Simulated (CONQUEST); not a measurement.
# CdS (Greenockite) (P6_3mc) in CONQUEST: a series of runs

The runs below take CdS (Greenockite) through single point, with PBE.

Program: CONQUEST 1.3. These are calculated values, not measurements. Logs are shortened: lines on timing, memory, paths and dates and some standing lists are left out, and cuts for length are marked.

**Experimental background.**

“Isotope dependence of band-gap energy”, 2008, arxiv:0807.2152 quotes, for a bulk crystal of CdS: band gap 2.5809 ± 0.0002 eV.

How close the calculation comes is told below.

### 1 The crystal as given

The structure is hexagonal, space group P6_3mc (No. 186). Conventional cell: a = 4.150 Å, b = 4.150 Å, c = 6.737 Å, α = 90.00°, β = 90.00°, γ = 120.00°. Cd (site symmetry 3m) has 4 S at 2.53 to 2.54 Å as nearest neighbours. S (site symmetry 3m) has 4 Cd at 2.53 to 2.54 Å as nearest neighbours.

### 2 Single point, PBE

The input, Conquest_input:

```
IO.Title CdS
IO.Coordinates coords.dat
IO.FractionalAtomicCoords T
IO.Iprint 2
IO.Iprint_init 1
General.NumberOfSpecies 2
General.PseudopotentialType hamann
AtomMove.TypeOfRun static
AtomMove.FullStress T
Grid.GridCutoff 120
DM.SolutionMethod diagon
Diag.MPMesh T
Diag.GammaCentred T
Diag.MPMeshX 7
Diag.MPMeshY 4
Diag.MPMeshZ 4
Diag.kT 0.00183747
minE.SCTolerance 1e-6
SC.MaxIters 100
IO.AtomChargeOutput T
%block ChemicalSpeciesLabel
1 112.410 Cd
2 32.070 S
%endblock
```

The input, coords.dat:

```
    7.8423634172     0.0000000000     0.0000000000
    0.0000000000    12.7310849016     0.0000000000
    0.0000000000     0.0000000000    13.5833718892
8
  0.0000000000   0.5000000000   0.3333333330 1 T T T
  0.5000000000   0.5000000000   0.8333333330 1 T T T
  0.0000000000   0.0000000000   0.6666666670 1 T T T
  0.5000000000   0.0000000000   0.1666666670 1 T T T
  0.0000000000   0.8750000000   0.3333333330 2 T T T
  0.5000000000   0.8750000000   0.8333333330 2 T T T
  0.0000000000   0.3750000000   0.6666666670 2 T T T
  0.5000000000   0.3750000000   0.1666666670 2 T T T
```

Potentials or basis: PseudoDojo NC PBE, DZ, grid cutoff 120 Ha.

Launch:

```console
> Conquest
```

Log:

```text
Simulation cell dimensions:     7.8424 a0 x    12.7311 a0 x    13.5834 a0

      Atomic coordinates (a0)
         Atom         X         Y         Z  Species
            1    0.0000    6.3655    4.5278        1
            2    3.9212    6.3655   11.3195        1
            3    0.0000    0.0000    9.0556        1
            4    3.9212    0.0000    2.2639        1
            5    0.0000   11.1397    4.5278        2
            6    3.9212   11.1397   11.3195        2
            7    0.0000    4.7742    9.0556        2
            8    3.9212    4.7742    2.2639        2

         Monkhorst-Pack mesh:   7 x   4 x   4 gamma-centred
        This calculation includes non-local pseudopotentials,
         with a maximum core radius of      6.68472097

    Job title: CdS
    Job to be run: static calculation

[... 5 lines left out ...]
      Using Fermi-Dirac smearing

    Integration grid size:     40 x   64 x   72

    Integration grid spacing:  0.196 a0 x 0.199 a0 x 0.189 a0

    Number of species:  2
    --------------------------------------------------------
    |   #  mass (au)  Charge (e)  SF Rad (a0)  NSF  Label  |
    --------------------------------------------------------
    |   1    112.410      20.000        6.962   16  Cd     |
    |   2     32.070       6.000        6.366    8  S      |
    --------------------------------------------------------
          SCF tolerance:                 0.00000100
          SCF iterations:               100

    The functional used will be GGA PBE96

           radial cut-off to be used is taken to be max PAO cut-off radius for this species:    6.684721

           greatest ang. mom. for making density from PAOs:  2

           radial cut-off to be used is taken to be max PAO cut-off radius for this species:    6.083497

           greatest ang. mom. for making density from PAOs:  1
    Minimum blocs/proc is     2880. Maximum blocs/proc is     2880
    set_atom_dens: In set_atomic_density, electrons :     104.000000000000
 matrix_size & matrix_size_padH =           96          96

    Screened ion int: energy:    -614.420702718967 Ha

    new_SC_potl: Starting.  Tolerance:  0.10000E-05

    PulayMixSC: Starting Pulay mixing, A_up =  0.500 A_dn =  0.500
    PulayMixSC: Spin non-polarised calculation.
          Harris-Foulkes Energy            :      -745.542146004040205 Ha
          (TS=0 as O(N) or entropic contribution is negligible)
          DFT Total Energy                 :      -745.296885613660379 Ha
          Total number of electrons        :       104.000000000001407
    PulayMixSC: Pulay iteration     1 residual:              0.16701E-02
          Harris-Foulkes Energy            :      -745.428524835533381 Ha
          GroundState Energy (E-(1/2)TS)   :      -745.428524854568082 Ha
          Free Energy (E-TS)               :      -745.428524873602782 Ha
          DFT Total Energy                 :      -745.425832033347660 Ha
          Total number of electrons        :       104.000026301950669
    PulayMixSC: Pulay iteration     2 residual:              0.63278E-03
          Harris-Foulkes Energy            :      -745.427104093369962 Ha
          GroundState Energy (E-(1/2)TS)   :      -745.427104111396943 Ha
          Free Energy (E-TS)               :      -745.427104129423924 Ha
          DFT Total Energy                 :      -745.426780464831836 Ha
          Total number of electrons        :       104.000038826459672
    PulayMixSC: Pulay iteration     3 residual:              0.31593E-03
          Harris-Foulkes Energy            :      -745.426806301978104 Ha
          GroundState Energy (E-(1/2)TS)   :      -745.426806319616844 Ha
          Free Energy (E-TS)               :      -745.426806337255584 Ha
          DFT Total Energy                 :      -745.426805000850891 Ha
          Total number of electrons        :       104.000054308601449
    PulayMixSC: Pulay iteration     4 residual:              0.62725E-05
          Harris-Foulkes Energy            :      -745.426805359697141 Ha
          GroundState Energy (E-(1/2)TS)   :      -745.426805377417622 Ha
          Free Energy (E-TS)               :      -745.426805395138103 Ha
          DFT Total Energy                 :      -745.426805329582294 Ha
          Total number of electrons        :       104.000054104800284
    PulayMixSC: Pulay iteration     5 residual:              0.20228E-05
          Harris-Foulkes Energy            :      -745.426805381346185 Ha
          GroundState Energy (E-(1/2)TS)   :      -745.426805399044838 Ha
          Free Energy (E-TS)               :      -745.426805416743491 Ha
          DFT Total Energy                 :      -745.426805328557634 Ha
          Total number of electrons        :       104.000054184091184
    PulayMixSC: Pulay iteration     6 residual:              0.12720E-05
          Harris-Foulkes Energy            :      -745.426805357149988 Ha
          GroundState Energy (E-(1/2)TS)   :      -745.426805374858077 Ha
          Free Energy (E-TS)               :      -745.426805392566052 Ha
          DFT Total Energy                 :      -745.426805357162266 Ha
          Total number of electrons        :       104.000054145587129
    PulayMixSC: Pulay iteration     7 residual:              0.20401E-07
    PulayMixSC: Reached SCF tolerance of  0.20401E-07 after      7 iterations
      | Number of electrons      =       104.000054
      |* band energy as 2Tr[K.H] =      -121.669546909529856 Ha
      |  screened ion-ion energy =      -614.420702718966822 Ha
      |  Ha correction           =         3.741769680161578 Ha
      |  XC correction           =       -13.078325027907233 Ha
      | GS Energy as E-(1/2)TS   =      -745.426805374858077 Ha
      | Free Energy as E-TS      =      -745.426805392566052 Ha
      |* Harris-Foulkes energy   =      -745.426805357149988 Ha
      |* DFT total energy        =      -745.426805357162266 Ha
      |  estimated accuracy      =         0.000000000012278 Ha

    force: Forces on atoms (Ha/a0)
    force:  Atom   X              Y              Z
    force:     1  -0.0000000000  -0.0022852478  -0.0000046902
    force:     2  -0.0000000000  -0.0022852478  -0.0000046902
    force:     3  -0.0000000000  -0.0022852478   0.0000046902
    force:     4  -0.0000000000  -0.0022852478   0.0000046902
    force:     5  -0.0000000000   0.0023933099  -0.0000289375
    force:     6  -0.0000000000   0.0023933099  -0.0000289375
    force:     7   0.0000000000   0.0023933099   0.0000289375
    force:     8  -0.0000000000   0.0023933099   0.0000289375

    force: Maximum force :        0.00239331(Ha/a0) on atom         6 in y direction
    force: Force Residual:        0.00233999 Ha/a0
    force: Total stress:         -3.13369826    -0.00000000     0.00000000 GPa
                            -0.00000000    -3.73386196     0.00000000
                             0.00000000     0.00000000    -3.20098209
    force: Average pressure:      3.35618077 GPa

    force: Finished force
    get_E_and_F: Change in energy during last step of electronic optimisation:  0.24196E-07

    BIBLIOGRAPHY: Please consider citing the following references in the conquest.bib file

    CONQUEST:         Bowler2002pt, Miyazaki2004, Nakata2020
    Basis:            Bowler2019
    DM:               Bowler:2006xr
    Pseudopotentials: Hamann2013, Bowler2019
    XC functional:    Perdew1996
```

Wall time 62 s (1 thread of AMD EPYC 7R43 (Zen 3), shared host); peak memory 0.7 GiB.

What came out:

* Free energy: -20284.0967 eV
* Pressure: 3.4 GPa
* Largest force: 0.123 eV/Å
* Band gap on the k mesh: 1.13 eV
* Mulliken charges: Cd +1.23; S -1.23 e

Forces in eV/Å, atoms in the order of the input:
```
Cd   0.000 -0.118  0.000
Cd   0.000 -0.118  0.000
Cd   0.000 -0.118  0.000
Cd   0.000 -0.118  0.000
S    0.000  0.123 -0.001
S    0.000  0.123 -0.001
S    0.000  0.123  0.001
S    0.000  0.123  0.001
```

Stress tensor (GPa, compression positive):
```
3.13 0.00 0.00
0.00 3.73 0.00
0.00 0.00 3.20
```

Levels at points of the mesh, in eV from the valence-band top:
```tsv
k point	band 48	band 49	band 50	band 51	band 52	band 53	band 54	band 55	band 56	band 57
(0.00, 0.00, 0.00)	-0.64	-0.62	-0.04	0.00	0.00	1.13	3.44	4.16	5.08	9.70
(0.00, 0.00, 0.50)	-1.19	-0.40	-0.40	-0.30	-0.30	3.18	3.18	4.72	4.72	10.24
(0.00, 0.50, 0.00)	-1.17	-0.32	-0.32	-0.32	-0.32	3.23	3.23	4.59	4.59	10.75
(0.00, 0.50, 0.50)	-1.15	-0.75	-0.75	-0.75	-0.75	4.33	4.33	4.33	4.33	12.28
```

Caveat: the atomic basis is small; Mulliken charges move with the basis; the box holds several primitive cells, so bands are folded and the points are those of the box's own zone; the basis of atomic orbitals isn't converged, which shifts pressures, moduli and gaps. Expect the measured gap to be larger: semilocal functionals such as PBE lack the derivative discontinuity.

### 3 Single point, PBE

Conquest_input is that of step 2.

coords.dat is that of step 2.

Potentials or basis: PseudoDojo NC PBE, SZP, grid cutoff 120 Ha.

Launch:

```console
> Conquest
```

Run time: 61 s. Hardware: 1 thread of AMD EPYC 7R43 (Zen 3), shared host; peak memory 0.63 GiB.

It converged, with:

| Property | Result |
| --- | --- |
| Free energy | -20288.0240 eV |
| Pressure | 4.0 GPa |
| Largest force | 0.089 eV/Å |
| Band gap on the k mesh | 1.50 eV |
| Mulliken charges | Cd +0.52; S -0.52 e |

Forces in eV/Å, atoms in the order of the input:
```
Cd   0.000 -0.089 -0.003
Cd   0.000 -0.089 -0.003
Cd   0.000 -0.089  0.003
Cd   0.000 -0.089  0.003
S    0.000  0.089  0.000
S    0.000  0.089  0.000
S    0.000  0.089  0.000
S    0.000  0.089  0.000
```

Stress tensor (GPa, compression positive):
```
3.72 0.00 0.00
0.00 4.52 0.00
0.00 0.00 3.78
```

Levels at points of the mesh, in eV from the valence-band top:
| k point | band 49 | band 50 | band 51 | band 52 | band 53 | band 54 | band 55 | band 56 |
| --- | --- | --- | --- | --- | --- | --- | --- | --- |
| (0.00, 0.00, 0.00) | -0.74 | -0.04 | 0.00 | 0.00 | 1.50 | 3.08 | 4.06 | 4.50 |
| (0.00, 0.00, 0.50) | -0.50 | -0.50 | -0.37 | -0.37 | 3.28 | 3.28 | 4.35 | 4.35 |
| (0.00, 0.50, 0.00) | -0.40 | -0.40 | -0.40 | -0.40 | 3.16 | 3.16 | 4.03 | 4.03 |
| (0.00, 0.50, 0.50) | -0.90 | -0.90 | -0.90 | -0.90 | 4.19 | 4.19 | 4.19 | 4.19 |

Caveat: the atomic basis is small; Mulliken charges move with the basis; the box holds several primitive cells, so bands are folded and the points are those of the box's own zone; the basis of atomic orbitals isn't converged, which shifts pressures, moduli and gaps.

### 4 Single point, PBE

Conquest_input is that of step 3.

coords.dat is that of step 3.

Potentials or basis: PseudoDojo NC PBE, SZ, grid cutoff 120 Ha.

Launch:

```console
> Conquest
```

Run time: 24 s. Hardware: 1 thread of AMD EPYC 7R43 (Zen 3), shared host; peak memory 0.43 GiB.

It converged, with:

```yaml
Free_energy: -20277.7154 eV
Pressure: 9.5 GPa
Largest_force: 0.128 eV/Å
Band_gap_on_the_k_mesh: 0.54 eV
Mulliken_charges: Cd +0.97; S -0.97 e
```

Forces on the atoms (eV/Å):
```
Cd   0.000 -0.124 -0.001
Cd   0.000 -0.124 -0.001
Cd   0.000 -0.124  0.001
Cd   0.000 -0.124  0.001
S    0.000  0.128 -0.001
S    0.000  0.128 -0.001
S    0.000  0.128  0.001
S    0.000  0.128  0.001
```

Stress tensor (GPa, compression positive):
```
9.32 0.00 0.00
0.00 9.82 0.00
0.00 0.00 9.38
```

Caveat: the atomic basis is small; Mulliken charges move with the basis; an odd mesh through Γ misses points on the zone boundary, where band edges often lie; the basis of atomic orbitals isn't converged, which shifts pressures, moduli and gaps.

### 5 For comparison

An earlier run on the cell as given: functional PBE; potentials or basis PseudoDojo NC PBE, DZP, grid cutoff 120 Ha; k mesh 7 × 4 × 4; occupations fermi-dirac, width 0.05 eV; no spin polarisation.

- Pressure: 3.0 GPa
- Largest force: 0.075 eV/Å
- Band gap on the k mesh: 1.36 eV
- Mulliken charges: Cd +0.57; S -0.57 e

### 6 Summary

| potentials or basis | gap on the mesh (eV) | pressure (GPa) | largest force (eV/Å) |
| --- | --- | --- | --- |
| PseudoDojo NC PBE, DZ, grid cutoff 120 Ha | 1.13 | 3.4 | 0.12 |
| PseudoDojo NC PBE, SZP, grid cutoff 120 Ha | 1.50 | 4.0 | 0.09 |
| PseudoDojo NC PBE, SZ, grid cutoff 120 Ha | 0.54 | 9.5 | 0.13 |
| PseudoDojo NC PBE, DZP, grid cutoff 120 Ha | 1.36 | 3.0 | 0.07 |

Alike in all rows: task single point; level PBE; no spin polarisation; cell as given; k mesh 7 × 4 × 4; smearing fermi-dirac 0.05 eV.

Caveats: the basis of atomic orbitals isn't converged, which shifts pressures, moduli and gaps; the atomic basis is small (some runs); the box holds several primitive cells, so bands are folded and the points are those of the box's own zone (some runs); an odd mesh through Γ misses points on the zone boundary, where band edges often lie (some runs).

Total energies depend on the potentials used, so only differences within one code and one set of settings carry meaning.

### 7 How close it comes

Step 3. A measured gap of CdS is 2.5809 eV (quoted in “Isotope dependence of band-gap energy”, 2008, arxiv:0807.2152); the calculated 1.50 eV misses it by -1.08 eV. Spin-orbit coupling on Cd is left out. The value is that of PBE in an atomic basis (PseudoDojo NC PBE, SZP, grid cutoff 120 Ha), whose error adds to the functional's,, without temperature or zero-point motion. Semilocal functionals fall short of measured gaps as a rule.
